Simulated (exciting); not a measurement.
# InP (F-43m) in exciting: a series of runs

Aim: see how the results for InP move with the level of theory and the settings. Levels: LDA, PBE. Tasks: single point.

Everything below comes from runs of exciting (release sodium). Logs are shortened: lines on timing, memory, paths and dates and some standing lists are left out, and cuts for length are marked.

**The experiment to reproduce.**

From a printed reference work, data compilation, for a bulk crystal of InP at 1.6 K: band gap 1.4236 eV (direct).

The runs below are set against these values where they give the same quantity.

## (1) The crystal as given

It takes space group F-43m (No. 216, cubic). Conventional cell: a = 5.861 Å, b = 5.861 Å, c = 5.861 Å, α = 90.00°, β = 90.00°, γ = 90.00°. In (site symmetry -43m) has 4 P at 2.54 Å as nearest neighbours. Around P (site symmetry -43m) lie 4 In at 2.54 Å.

## (2) Single point, LDA

input.xml reads:

```xml
<input>
  <title>InP</title>
  <structure speciespath="./" tshift="false">
    <crystal scale="1">
      <basevect>0.000000000000 5.537842408216 5.537842408216</basevect>
      <basevect>5.537842408216 0.000000000000 5.537842408216</basevect>
      <basevect>5.537842408216 5.537842408216 0.000000000000</basevect>
    </crystal>
    <species speciesfile="In.xml" rmt="2.3">
      <atom coord="0.000000000000 0.000000000000 0.000000000000"/>
    </species>
    <species speciesfile="P.xml" rmt="2">
      <atom coord="0.750000000000 0.750000000000 0.750000000000"/>
    </species>
  </structure>
  <groundstate do="fromscratch" ngridk="5 5 5" rgkmax="6.8" gmaxvr="14" lmaxapw="10" lmaxmat="10" lmaxvr="8" xctype="LDA_PW" stype="Gaussian" swidth="0.00183747" nempty="10" ValenceRelativity="iora*" epsengy="1e-05" epspot="1e-05" maxscl="60" tforce="true" outputlevel="high"/>
</input>
```

Potentials or basis: all-electron LAPW+lo, shipped species files, valence relativity iora*.

Run with:

```
OMP_NUM_THREADS=1 exciting_smp
```

INFO.OUT:

```text
================================================================================
EXCITING SODIUM started
[... 10 lines left out ...]

 Lattice vectors (cartesian) :
      0.0000000000      5.5378424082      5.5378424082
      5.5378424082      0.0000000000      5.5378424082
      5.5378424082      5.5378424082      0.0000000000

 Reciprocal lattice vectors (cartesian) :
     -0.5672954234      0.5672954234      0.5672954234
      0.5672954234     -0.5672954234      0.5672954234
      0.5672954234      0.5672954234     -0.5672954234

 Unit cell volume                           :     339.6657630548
 Brillouin zone volume                      :       0.7302773503

 Species :    1 (In)
     parameters loaded from                 :    In.xml
     name                                   :    indium
     nuclear charge                         :     -49.00000000
     electronic charge                      :      49.00000000
     atomic mass                            :  209300.41010000
     muffin-tin radius                      :       2.30000000
     # of radial points in muffin-tin       :     400

     atomic positions (lattice) :
       1 :   0.00000000  0.00000000  0.00000000

 Species :    2 (P)
     parameters loaded from                 :    P.xml
     name                                   :    phosphorus
     nuclear charge                         :     -15.00000000
     electronic charge                      :      15.00000000
     atomic mass                            :   56461.71408000
     muffin-tin radius                      :       2.00000000
     # of radial points in muffin-tin       :     300

     atomic positions (lattice) :
       1 :   0.75000000  0.75000000  0.75000000

 Total number of atoms per unit cell        :       2

 Spin treatment                             :    spin-unpolarised

 Number of Bravais lattice symmetries       :      48
 Number of crystal symmetries               :      24

 k-point grid                               :       5    5    5
 Total number of k-points                   :      14
 k-point set is reduced with crystal symmetries

 R^MT_min * |G+k|_max (rgkmax)              :       6.80000000
 Species with R^MT_min                      :       2 (P)
 Maximum |G+k| for APW functions            :       3.40000000
 Maximum |G| for potential and density      :      14.00000000
 Polynomial order for pseudochg. density    :       9

 G-vector grid sizes                        :      36    36    36
 Total number of G-vectors                  :   15665

 Maximum angular momentum used for
     APW functions                          :      10
     computing H and O matrix elements      :      10
     potential and density                  :       8
     inner part of muffin-tin               :       2

 Total nuclear charge                       :     -64.00000000
 Total electronic charge                    :      64.00000000
 Total core charge                          :      40.00000000
 Total valence charge                       :      24.00000000

 Effective Wigner radius, r_s               :       1.08208422

 Number of empty states                     :      10
 Total number of valence states             :      23

 Maximum Hamiltonian size                   :     250
 Maximum number of plane-waves              :     229
 Total number of local-orbitals             :      21

 Exchange-correlation type                  :       3
     Perdew-Wang, Phys. Rev. B 45, 13244 (1992)

 Smearing scheme                            :    Gaussian
 Smearing width                             :       0.00183747

 Using multisecant Broyden potential mixing
[... 6 lines left out ...]
* Groundstate module started                                                   *
********************************************************************************
 Output level for this task is set to high

++++++++++++++++++++++++++++++++++++++++++++++++++++++++++++++++++++++++++++++++
[... 5 lines left out ...]
+ SCF iteration number :    1                                                  +
++++++++++++++++++++++++++++++++++++++++++++++++++++++++++++++++++++++++++++++++
 Total energy                               :     -6214.53682350
 _______________________________________________________________
 Fermi energy                               :         0.15542964
 Kinetic energy                             :      6518.74880962
 Coulomb energy                             :    -12556.43483365
 Exchange energy                            :      -171.00686995
 Correlation energy                         :        -5.84392952
 Sum of eigenvalues                         :     -3728.39797097
 Effective potential energy                 :    -10247.14678059
 Coulomb potential energy                   :    -10012.73305160
 xc potential energy                        :      -234.41372899
 Hartree energy                             :      2018.15773578
 Electron-nuclear energy                    :    -14049.04852315
 Nuclear-nuclear energy                     :      -525.54404628
 Madelung energy                            :     -7550.06830785
 Core-electron kinetic energy               :         0.00000000

 DOS at Fermi energy (states/Ha/cell)       :         0.00000000

 Electron charges :
     core                                   :        40.00000000
     core leakage                           :         0.00174999
     valence                                :        24.00000000
     interstitial                           :         4.42608275
     charge in muffin-tin spheres :
                  atom     1    In          :        46.57873448
                  atom     2     P          :        12.99518277
     total charge in muffin-tins            :        59.57391725
     total charge                           :        64.00000000

 Estimated fundamental gap                  :         0.03587265
        valence-band maximum at    1      0.0000  0.0000  0.0000
     conduction-band minimum at    1      0.0000  0.0000  0.0000

++++++++++++++++++++++++++++++++++++++++++++++++++++++++++++++++++++++++++++++++
+ SCF iteration number :    2                                                  +
++++++++++++++++++++++++++++++++++++++++++++++++++++++++++++++++++++++++++++++++
 Total energy                               :     -6217.73921445
 _______________________________________________________________
 Fermi energy                               :         0.16312961
 Kinetic energy                             :      6516.64720680
 Coulomb energy                             :    -12557.50326219
 Exchange energy                            :      -171.03929696
 Correlation energy                         :        -5.84386210
 Sum of eigenvalues                         :     -3729.49340948
 Effective potential energy                 :    -10246.14061628
 Coulomb potential energy                   :    -10011.68374865
 xc potential energy                        :      -234.45686763
 Hartree energy                             :      2020.27546727
 Electron-nuclear energy                    :    -14052.23468318
 Nuclear-nuclear energy                     :      -525.54404628
 Madelung energy                            :     -7551.66138787
 Core-electron kinetic energy               :         0.00000000
[... 486 lines left out ...]
+ SCF iteration number :   14                                                  +
++++++++++++++++++++++++++++++++++++++++++++++++++++++++++++++++++++++++++++++++
 Total energy                               :     -6219.11001152
 _______________________________________________________________
 Fermi energy                               :         0.16540237
 Kinetic energy                             :      6515.54013605
 Coulomb energy                             :    -12557.76774086
 Exchange energy                            :      -171.03923099
 Correlation energy                         :        -5.84317572
 Sum of eigenvalues                         :     -3730.17098395
 Effective potential energy                 :    -10245.71112000
 Coulomb potential energy                   :    -10011.25507913
 xc potential energy                        :      -234.45604087
 Hartree energy                             :      2020.96861545
 Electron-nuclear energy                    :    -14053.19231004
 Nuclear-nuclear energy                     :      -525.54404628
 Madelung energy                            :     -7552.14020130
 Core-electron kinetic energy               :         0.00000000

 DOS at Fermi energy (states/Ha/cell)       :         0.00000001

 Electron charges :
     core                                   :        40.00000000
     core leakage                           :         0.00173730
     valence                                :        24.00000000
     interstitial                           :         4.52132763
     charge in muffin-tin spheres :
                  atom     1    In          :        46.72426803
                  atom     2     P          :        12.75440434
     total charge in muffin-tins            :        59.47867237
     total charge                           :        64.00000000

 Estimated fundamental gap                  :         0.01713239
        valence-band maximum at    1      0.0000  0.0000  0.0000
     conduction-band minimum at    1      0.0000  0.0000  0.0000

 RMS change in effective potential (target) :  0.308944E-10  ( 0.100000E-04)
 Absolute change in total energy   (target) :  0.841692E-07  ( 0.100000E-04)
 Charge distance                   (target) :  0.861491E-10  ( 0.100000E-04)
 Abs. change in max-nonIBS-force   (target) :   0.00000      ( 0.500000E-04)

++++++++++++++++++++++++++++++++++++++++++++++++++++++++++++++++++++++++++++++++
| Convergency criteria checked for the last 2 iterations                       +
| Convergence targets achieved. Performing final SCF iteration                 +
++++++++++++++++++++++++++++++++++++++++++++++++++++++++++++++++++++++++++++++++
 Total energy                               :     -6219.11001149
 _______________________________________________________________
 Fermi energy                               :         0.16540237
 Kinetic energy                             :      6515.54013607
 Coulomb energy                             :    -12557.76774085
 Exchange energy                            :      -171.03923098
 Correlation energy                         :        -5.84317572
 Sum of eigenvalues                         :     -3730.17098395
 Effective potential energy                 :    -10245.71112002
 Coulomb potential energy                   :    -10011.25507915
 xc potential energy                        :      -234.45604087
 Hartree energy                             :      2020.96861542
 Electron-nuclear energy                    :    -14053.19230999
 Nuclear-nuclear energy                     :      -525.54404628
 Madelung energy                            :     -7552.14020127
 Core-electron kinetic energy               :         0.00000000

 DOS at Fermi energy (states/Ha/cell)       :         0.00000001

 Electron charges :
     core                                   :        40.00000000
     core leakage                           :         0.00173730
     valence                                :        24.00000000
     interstitial                           :         4.52132763
     charge in muffin-tin spheres :
                  atom     1    In          :        46.72426803
                  atom     2     P          :        12.75440434
     total charge in muffin-tins            :        59.47867237
     total charge                           :        64.00000000

 Estimated fundamental gap                  :         0.01713239
        valence-band maximum at    1      0.0000  0.0000  0.0000
     conduction-band minimum at    1      0.0000  0.0000  0.0000

++++++++++++++++++++++++++++++++++++++++++++++++++++++++++++++++++++++++++++++++
+ Self-consistent loop stopped                                                 +
++++++++++++++++++++++++++++++++++++++++++++++++++++++++++++++++++++++++++++++++
 STATE.OUT is written

--------------------------------------------------------------------------------
- Writing atomic positions and forces                                          -
--------------------------------------------------------------------------------

 Atomic positions (lattice) :
 atom     1  In  :     0.00000000    0.00000000    0.00000000
 atom     2   P  :     0.75000000    0.75000000    0.75000000

 Total atomic forces including IBS (cartesian) :
 atom     1  In  :    -0.00000000    0.00000000   -0.00000000
 atom     2   P  :     0.00000000   -0.00000000    0.00000000

 Atomic force components including IBS (cartesian) :
 atom     1  In  :     0.00000000   -0.00000000    0.00000000   HF force
                 :     0.00000000   -0.00000000    0.00000000   core correction
                 :     0.00000000   -0.00000000   -0.00000000   IBS correction
 atom     2   P  :    -0.00000000    0.00000000   -0.00000000   HF force
                 :    -0.00000000    0.00000000    0.00000000   core correction
                 :    -0.00000000    0.00000000    0.00000000   IBS correction

********************************************************************************
* Groundstate module stopped                                                   *
********************************************************************************

================================================================================
| EXCITING SODIUM stopped                                                      =
================================================================================
```

Run time: 42 s. Hardware: 1 thread of AMD EPYC 7R43 (Zen 3), shared host; peak memory 0.15 GiB.

Results:

```
Free energy                                       : -169230.6046 eV
Band gap on the k mesh                            : 0.47 eV, direct
All electrons inside the program's atomic spheres : In 46.72; P 12.75 (radii In 2.3, P 2.0 bohr)
```

Caveat: rgkmax is low for these elements, so energy differences scatter by about 1 meV per atom; spin-orbit coupling is left out, which moves the levels of the heavy elements.

## (3) Single point, LDA

Changes to input.xml since step 2:

```diff
@@ -15,3 +15,3 @@
   </structure>
-  <groundstate do="fromscratch" ngridk="5 5 5" rgkmax="6.8" gmaxvr="14" lmaxapw="10" lmaxmat="10" lmaxvr="8" xctype="LDA_PW" stype="Gaussian" swidth="0.00183747" nempty="10" ValenceRelativity="iora*" epsengy="1e-05" epspot="1e-05" maxscl="60" tforce="true" outputlevel="high"/>
+  <groundstate do="fromscratch" ngridk="5 5 5" rgkmax="6.8" gmaxvr="14" lmaxapw="10" lmaxmat="10" lmaxvr="8" xctype="LDA_PW" stype="Gaussian" swidth="0.00099223" nempty="10" ValenceRelativity="iora*" epsengy="1e-05" epspot="1e-05" maxscl="60" tforce="true" outputlevel="normal"/>
 </input>
```

Potentials or basis: all-electron LAPW+lo, shipped species files, valence relativity iora*.

Run with:

```
OMP_NUM_THREADS=1 exciting_smp
```

INFO.OUT:

```text
================================================================================
EXCITING SODIUM started
[... 10 lines left out ...]

 Lattice vectors (cartesian) :
      0.0000000000      5.5378424082      5.5378424082
      5.5378424082      0.0000000000      5.5378424082
      5.5378424082      5.5378424082      0.0000000000

 Reciprocal lattice vectors (cartesian) :
     -0.5672954234      0.5672954234      0.5672954234
      0.5672954234     -0.5672954234      0.5672954234
      0.5672954234      0.5672954234     -0.5672954234

 Unit cell volume                           :     339.6657630548
 Brillouin zone volume                      :       0.7302773503

 Species :    1 (In)
     parameters loaded from                 :    In.xml
[... 571 lines left out ...]

--------------------------------------------------------------------------------
- Writing atomic positions and forces                                          -
--------------------------------------------------------------------------------

 Atomic positions (lattice) :
 atom     1  In  :     0.00000000    0.00000000    0.00000000
 atom     2   P  :     0.75000000    0.75000000    0.75000000

 Total atomic forces including IBS (cartesian) :
 atom     1  In  :     0.00000000    0.00000000   -0.00000000
 atom     2   P  :    -0.00000000   -0.00000000    0.00000000

 Atomic force components including IBS (cartesian) :
 atom     1  In  :    -0.00000000    0.00000000   -0.00000000   HF force
                 :     0.00000000   -0.00000000   -0.00000000   core correction
                 :     0.00000000    0.00000000    0.00000000   IBS correction
 atom     2   P  :     0.00000000    0.00000000    0.00000000   HF force
                 :     0.00000000    0.00000000    0.00000000   core correction
                 :     0.00000000   -0.00000000   -0.00000000   IBS correction

********************************************************************************
* Groundstate module stopped                                                   *
********************************************************************************

================================================================================
| EXCITING SODIUM stopped                                                      =
================================================================================
```

Run time: 37 s. Hardware: 1 thread of AMD EPYC 7R43 (Zen 3), shared host; peak memory 0.15 GiB.

Results:

- Free energy: -169230.6046 eV
- Band gap on the k mesh: 0.47 eV, direct
- All electrons inside the program's atomic spheres: In 46.72; P 12.75 (radii In 2.3, P 2.0 bohr)

Caveat: rgkmax is low for these elements, so energy differences scatter by about 1 meV per atom; spin-orbit coupling is left out, which moves the levels of the heavy elements.

## (4) Single point, LDA

Changes to input.xml since step 3:

```diff
@@ -15,3 +15,3 @@
   </structure>
-  <groundstate do="fromscratch" ngridk="5 5 5" rgkmax="6.8" gmaxvr="14" lmaxapw="10" lmaxmat="10" lmaxvr="8" xctype="LDA_PW" stype="Gaussian" swidth="0.00099223" nempty="10" ValenceRelativity="iora*" epsengy="1e-05" epspot="1e-05" maxscl="60" tforce="true" outputlevel="normal"/>
+  <groundstate do="fromscratch" ngridk="5 5 5" rgkmax="6.8" gmaxvr="14" lmaxapw="10" lmaxmat="10" lmaxvr="8" xctype="LDA_PW" stype="Gaussian" swidth="0.00036749" nempty="10" ValenceRelativity="iora*" epsengy="1e-05" epspot="1e-05" maxscl="60" tforce="true" outputlevel="low"/>
 </input>
```

Run with:

```
OMP_NUM_THREADS=1 exciting_smp
```

It took 39 s on 1 thread of AMD EPYC 7R43 (Zen 3), shared host; peak memory 0.15 GiB.

It converged, with:

```yaml
Free_energy: -169230.6046 eV
Band_gap_on_the_k_mesh: 0.47 eV, direct
```

Levels at points of the mesh, in eV from the valence-band top:
```tsv
k point	band 8	band 9	band 10	band 11	band 12	band 13	band 14	band 15	band 16	band 17
(0.00, 0.00, 0.00)	-14.03	-11.56	0.00	0.00	0.00	0.47	3.95	3.95	3.95	8.25
```

Caveat: rgkmax is low for these elements, so energy differences scatter by about 1 meV per atom; spin-orbit coupling is left out, which moves the levels of the heavy elements.

(Part 1 of 2 ends here.)
